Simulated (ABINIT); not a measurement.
## CdS (Greenockite) in ABINIT: convergence with pawecutdg

CdS (Greenockite):

```
CELL_PARAMETERS angstrom
4.15000 0.00000 0.00000
-2.07500 3.59401 0.00000
0.00000 0.00000 6.73700
ATOMIC_POSITIONS crystal
Cd 0.66667 0.33333 0.50000
Cd 0.33333 0.66667 0.00000
S 0.66667 0.33333 0.87500
S 0.33333 0.66667 0.37500
```

```yaml
Program: ABINIT 10.8.3 (patched build)
Task: single point
Functional: RPBE
Potentials_or_basis: JTH PAW LDA v2.0
Cutoff: 599 eV
k_mesh: 7 × 7 × 4
Occupations: fermi-dirac, width 0.05 eV
Spin: no spin polarisation
```

These are the settings of the first run; the series varies pawecutdg, with any setting tied to it.

Hardware: 1 thread of Arm Neoverse V2 (shared host).

Question: The values tried are 22.7, 26.4, 33, 39.6, 48.4, 59.4, 72.6, loosest first. From which on does the energy stay within 1 meV/atom of the tightest run that finished?

Answer: From 26.4 on.

| pawecutdg | energy less the tightest run, at zero smearing (meV/atom) | pressure (GPa) | largest force (eV/Å) | SCF cycles | CPU time (s) | peak memory (GiB) |
| --- | --- | --- | --- | --- | --- | --- |
| 22.7 | -1.25 | 4.26 | 0.070 | 13 | 70 | 0.16 |
| 26.4 | 0.33 | 4.15 | 0.070 | 13 | 72 | 0.16 |
| 33 | -0.26 | 4.19 | 0.070 | 13 | 72 | 0.18 |
| 39.6 | 0.07 | 4.16 | 0.071 | 13 | 73 | 0.19 |
| 48.4 | 0.15 | 4.19 | 0.070 | 13 | 72 | 0.19 |
| 59.4 | -0.03 | 4.18 | 0.068 | 13 | 72 | 0.24 |
| 72.6 | 0.00 | 4.17 | 0.070 | 13 | 72 | 0.27 |

Against the tightest run, the pressure stays within 0.1 GPa from 22.7 on; the largest force stays within 0.005 eV/Å from 22.7 on. The tightest run that finished is the yardstick and may itself not be fully converged.

Caveat, for the tightest run too: the PAW data sets were made with another functional, which shifts forces and pressure a little.
